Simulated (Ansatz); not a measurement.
Two Ansatz runs on AlN

The cell comes from COD entry 1523095, which wasn't checked; take it as a given geometry.

First run: DFT, LDA, PAW with Ansatz's default frozen-core files, scalar-relativistic (Ansatz 0.2.0).

Command: `ansatz run input.yaml --threads 1 --pin off --max-ram 2048MiB --backend cpu --events-out ev --progress --plain --runs-dir out` The run took 2.9 s on 1 thread of Intel(R) Xeon(R) Platinum 8175M CPU @ 2.50GHz (Skylake/Cascade Lake), on a shared host, peak memory 0.35 GiB.

```yaml
crystal:
  lattice:
    - [0.0, 1.978, 1.978]
    - [1.978, 0.0, 1.978]
    - [1.978, 1.978, 0.0]
  atoms:
    - { symbol: Al, position: [0.0, 0.0, 0.0] }
    - { symbol: "N", position: [0.5, 0.5, 0.5] }
kpoints:
  mp_grid: { grid: [10, 10, 10] }
  band_path:
    path:
      - [0.0, 0.0, 0.0]
      - [0.5, 0.0, 0.5]
      - [0.625, 0.25, 0.625]
      - [0.375, 0.375, 0.75]
      - [0.0, 0.0, 0.0]
      - [0.5, 0.5, 0.5]
      - [0.5, 0.25, 0.75]
      - [0.5, 0.0, 0.5]
    npoints: 5
scf:
  occupations: { method: fermi_dirac, width: 0.02 }
hamiltonian:
  xc: lda
  pseudopotentials: { kind: paw }
output:
  forces: true
  stress: true
  eigenvalues: true
  efg: { contact_densities: true }
  write_density: true
  write_potential: true
  elf: true
  volumetric_format: npy
```

Result: converged; pressure 12.44 GPa; gap on the k mesh 5.07 eV; 6 SCF iterations.

A second run of a changed input logged this at its end:

```
Error: YAML parse error: error: line 26 column 7: hamiltonian.xc: unknown variant `lda+u`, expected one of `lda`, `lda-pw`, `pw92`, `pbe`, `pbesol`, `rpbe`, `revpbe`, `blyp`, `pbe0`, `revpbe0`, `b3lyp`, `b3lyp5`, `hse06`, `wpbeh`, `hiss`, `lc_wpbe`, `cam_b3lyp`, `hf`, `r2scan`, `r2scanh`, `r2scan0`, `r2scan50`, `mr2scan`
  --> <input>:26:7
   |
24 |   max_iter: 80
25 | hamiltonian:
26 |   xc: lda+u
   |       ^ hamiltonian.xc: unknown variant `lda+u`, expected one of `lda`, `lda-pw`, `pw92`, `pbe`, `pbesol`, `rpbe`, `revpbe`, `blyp`, `pbe0`, `revpbe0`, `b3lyp`, `b3lyp5`, `hse06`, `wpbeh`, `hiss`, `lc_wpbe`, `cam_b3lyp`, `hf`, `r2scan`, `r2scanh`, `r2scan0`, `r2scan50`, `mr2scan`
27 |   pseudopotentials: { kind: paw }
28 | output:
   |
```

Problem. What was wrong with the input?

Solution. An unknown functional, by this change (others could give a like log):
```diff
@@ -22,6 +22,7 @@
 scf:
   occupations: { method: fermi_dirac, width: 0.02 }
+  max_iter: 80
 hamiltonian:
-  xc: lda
+  xc: lda+u
   pseudopotentials: { kind: paw }
 output:
@@ -30,7 +31,3 @@
   eigenvalues: true
   efg: { contact_densities: true }
-  write_density: true
-  write_potential: true
-  elf: true
-  volumetric_format: npy
```
